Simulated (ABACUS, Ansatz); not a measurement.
# Cost and result for the equilibrium volume of TiC

**What was measured.** The equilibrium volume of TiC (Fm-3m) is reported as 10.13 Å³/atom (a printed reference work). The runs below try to reproduce it.

The structure is cubic, space group Fm-3m (No. 225). Conventional cell: a = 4.331 Å, b = 4.331 Å, c = 4.331 Å, α = 90.00°, β = 90.00°, γ = 90.00°. Around Ti (site symmetry m-3m) lie 6 C at 2.17 Å. Around C (site symmetry m-3m) lie 6 Ti at 2.17 Å.

```csv
rung,level,program and potentials,cutoff (eV),k mesh,smearing,task,core time,chip,equilibrium volume (Å³/atom),miss,notes
GGA,RPBE,"Ansatz, Ansatz PAW",420,11 × 11 × 11,fermi-dirac 0.05,relaxation of cell and atoms,2.1 s,AMD EPYC 9R45 Zen 5,10.36,+2.3 %,"potentials made for PBE, which Ansatz adapts in part"
GGA,revPBE,"Ansatz, Ansatz PAW",420,11 × 11 × 11,fermi-dirac 0.05,relaxation of cell and atoms,2.3 s,AMD EPYC 9R45 Zen 5,10.31,+1.8 %,"potentials made for PBE, which Ansatz adapts in part"
GGA + dispersion,revPBE+D4,"Ansatz, Ansatz PAW",420,11 × 11 × 11,fermi-dirac 0.05,relaxation of cell and atoms,3 s,Intel Xeon 6975P-C Granite Rapids,9.91,-2.2 %,"potentials made for PBE, which Ansatz adapts in part"
GGA,BLYP,"Ansatz, Ansatz PAW",420,11 × 11 × 11,fermi-dirac 0.05,relaxation of cell and atoms,3.3 s,AMD EPYC 9R45 Zen 5,10.50,+3.7 %,"potentials made for PBE, which Ansatz adapts in part"
GGA,PBE,"ABACUS, PseudoDojo NC SR 0.4.1 PBE standard, plane waves",1143,11 × 11 × 11,fermi-dirac 0.05,equation of state,4.7 min,Intel Xeon Platinum 8259CL Skylake/Cascade Lake,10.17,+0.4 %,-
GGA,PBEsol,"ABACUS, PseudoDojo NC SR 0.4.1 PBEsol standard, plane waves",1143,11 × 11 × 11,fermi-dirac 0.05,equation of state,6.9 min,Intel Xeon Platinum 8375C Ice Lake,9.90,-2.3 %,-
```

Times are single runs on shared hosts and different chips, so they are rough; meshes, cutoffs and the tasks' sizes weigh on the time. All rows: no spin polarisation. Smearing widths are in eV. For a metal such meshes aren't converged. Meshes are those of the run's cell of 2 atoms unless a note names another. Relaxations start from the cell shown or near it and stop with a little pressure left. Misses use the values as printed. Runs on faulty files, with rough fits or with known faults for this quantity aren't shown. No row holds spin-orbit coupling.

By rung: GGA 9.90 to 10.50; GGA + dispersion 9.91 (Å³/atom). Measured: 10.13 Å³/atom (a printed reference work). Closest is PBE (+0.4 %). The runs are for a static lattice, while measurements hold temperature and zero-point motion.
